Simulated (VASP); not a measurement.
A run of VASP 6.6.1 is set up as follows.

INCAR

```
SYSTEM = HfB
ALGO = Normal ; EDIFF = 1E-7
ENCUT = 520 ; GGA = CA
ISIF = 2 ; ISMEAR = 0
LASPH = .True. ; LCHARG = .False.
LREAL = .False. ; LWAVE = .False.
NBANDS = 14 ; NELM = 100
PREC = Accurate ; SIGMA = 0.15
```

The input KPOINTS:

```
k-points
0
Gamma
  18 18 18
  0 0 0
```

File POSCAR:

```
HfB
1.0
    0.0000000000      2.3100000000      2.3100000000
    2.3100000000      0.0000000000      2.3100000000
    2.3100000000      2.3100000000      0.0000000000
Hf B
1 1
Direct
    0.5000000000      0.5000000000      0.5000000000
    0.0000000000      0.0000000000      0.0000000000
```

Potentials or basis: VASP PAW LDA potentials, release 64 (Hf_pv, B).

Command:

```console
$ cat potpaw_LDA.64/Hf_pv/POTCAR potpaw_LDA.64/B/POTCAR > POTCAR
$ mpirun -np 1 vasp_std > vasp.out
```

(1) Estimate the pressure.

(2) Predict the band gap on the k mesh.

## Answers

(1) 20.0 GPa.

(2) none (metal or under the smearing width).

Caveat: so large a pressure means that the cell lies far from this level's equilibrium, or that cutoff or potentials fall short.
